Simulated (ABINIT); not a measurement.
Crystal: Al.

```
CELL_PARAMETERS angstrom
0.00000 2.02481 2.02481
2.02481 0.00000 2.02481
2.02481 2.02481 0.00000
ATOMIC_POSITIONS crystal
Al 0.00000 0.00000 0.00000
```

Base run:

| Quantity | Value |
| --- | --- |
| Program | ABINIT 10.8.3 (patched build) |
| Functional | AM05 |
| Potentials or basis | JTH PAW PBE v2.0 |
| Cutoff | 544 eV |
| k mesh | 11 × 11 × 11 |
| Occupations | fermi-dirac, width 0.05 eV |
| Spin | no spin polarisation |

Its results: band gap on the k mesh none (metal or under the smearing width); pressure -2.4 GPa.

Problem. The run is repeated on the same cell with these changes: functional from AM05 to HCTH407. What comes out?

Solution. Band gap on the k mesh none (metal or under the smearing width); pressure -10.7 GPa.

Caveats: the PAW data sets were made with another functional, which shifts forces and pressure a little.

Not every run made on this cell is shown here.
